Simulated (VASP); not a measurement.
The system is Re.

```
Re
1.0
     0.00000    1.97500    1.97500
     1.97500    0.00000    1.97500
     1.97500    1.97500    0.00000
Re
1
Cartesian
  0.0000 0.0000 0.0000
```

This isn't the form of Re at room conditions, which is hcp.

```yaml
Program: VASP 6.6.1
Task: relaxation of cell and atoms
Functional: rSCAN
Potentials_or_basis: VASP PAW PBE potentials, release 64 (Re)
Cutoff: 600 eV
k_mesh: 12 × 12 × 12
Occupations: methfessel-paxton, width 0.1 eV
Spin: no spin polarisation
```

At the start: pressure -15.8 GPa; volume 15.41 Å³/atom.

Question: How do energy, volume and symmetry change on relaxing?

Answer: Over 5 steps the energy falls by 33.9 meV/atom and the volume is 14.74 Å³/atom (-4.3 %); space group Fm-3m (No. 225, to 0.05 Å).

Step by step:
```tsv
step	energy change (eV)	largest force (eV/Å)	pressure (GPa)	volume (Å³)
1	0.0000	0.0000	-15.80	15.41
2	0.6820	0.0000	108.79	12.26
3	-0.0337	0.0000	-1.47	14.80
4	-0.0339	0.0000	-0.30	14.76
5	-0.0339	0.0000	0.04	14.74
```

Final structure:
```
CELL_PARAMETERS angstrom
0.00000 1.94622 1.94622
1.94622 0.00000 1.94622
1.94622 1.94622 0.00000
ATOMIC_POSITIONS crystal
Re 0.00000 0.00000 0.00000
```

Caveat: the PAW data sets were made with another functional, which shifts forces and pressure a little.
